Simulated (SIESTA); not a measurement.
SiO2:

```
Si O
1.0
    -2.62334    4.77675    4.44167
     2.62334   -4.77675    4.44167
     2.62334    4.77675   -4.44167
Si O
4 8
Cartesian
  2.6233 -0.8083 3.0643
  2.6233 3.9685 -3.0643
  0.0000 5.5850 1.3774
  0.0000 0.8083 7.5059
  0.0000 4.7768 0.0000
  0.0000 0.0000 0.0000
  -1.3117 5.1892 2.2208
  1.3117 -0.4125 2.2208
  1.3117 4.3643 -2.2208
  1.3117 5.1892 2.2208
  0.0000 7.1651 1.0599
  2.6233 -2.3884 3.3818
```

The cell comes from a database or a generator and needn't be the stable form of this composition.

Base run:

```yaml
Program: SIESTA 5.4.2
Functional: PBE
Potentials_or_basis: PseudoDojo 0.4 standard (PBE files)
Basis: DZP (energy shift 0.003 Ry)
Grid_cutoff: 800 Ry
Energy_shift: 0.003 Ry
k_mesh: 6 × 6 × 6
Occupations: fermi-dirac, width 0.05 eV
Spin: no spin polarisation
```

Its results: band gap on the k mesh 6.69 eV, direct; pressure 6.0 GPa; largest force 0.640 eV/Å.

Question: The run is repeated on the same cell with these changes: functional from PBE to LDA; potentials or basis from PseudoDojo 0.4 standard (PBE files) to PseudoDojo 0.4 standard (LDA files). What comes out?

Answer: Band gap on the k mesh 6.63 eV, direct; pressure 0.7 GPa; largest force 0.313 eV/Å.

Caveats: the basis of atomic orbitals isn't converged, which shifts pressures, moduli and gaps.
